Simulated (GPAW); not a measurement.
The system is CdSe (Cadmoselite).

```
CELL_PARAMETERS angstrom
4.30000 0.00000 0.00000
-2.15000 3.72391 0.00000
0.00000 0.00000 7.02000
ATOMIC_POSITIONS crystal
Cd 0.66667 0.33333 0.50000
Cd 0.33333 0.66667 0.00000
Se 0.66667 0.33333 0.88500
Se 0.33333 0.66667 0.38500
```

* Program: GPAW 26.7.0
* Task: relaxation of cell and atoms
* Functional: PBEsol
* Potentials or basis: PAW data sets generated in the run's folder for this functional
* Cutoff: 600 eV
* Basis: pw
* k mesh: 5 × 5 × 3
* Occupations: fermi-dirac, width 0.05 eV
* Spin: no spin polarisation

At the start: pressure 0.0 GPa; volume 28.10 Å³/atom.

Problem. Where does the relaxation end?

Solution. Over 10 steps the energy falls by 4.7 meV/atom and the volume is 28.01 Å³/atom (-0.3 %); space group P6_3mc (No. 186, to 0.05 Å).

Step by step:
```tsv
step	energy change (eV)	largest force (eV/Å)	pressure (GPa)	volume (Å³)
1	0.0000	0.2690	0.00	112.41
2	-0.0048	0.2352	-0.02	112.41
3	-0.0181	0.0273	-0.08	112.37
4	-0.0184	0.0117	-0.08	112.36
5	-0.0184	0.0093	-0.07	112.34
6	-0.0186	0.0045	0.03	112.14
7	-0.0187	0.0031	0.08	112.04
8	-0.0187	0.0022	0.10	111.99
9	-0.0187	0.0056	0.09	112.00
10	-0.0188	0.0089	0.07	112.05
```

Final structure:
```
Cd Se
1.0
     4.29842    0.00000    0.00000
    -2.14921    3.72254    0.00000
     0.00000    0.00000    7.00268
Cd Se
2 2
Direct
  0.66667 0.33333 0.50438
  0.33333 0.66667 0.00438
  0.66667 0.33333 0.88061
  0.33333 0.66667 0.38061
```

Caveat: later steps reuse the first step's grids.
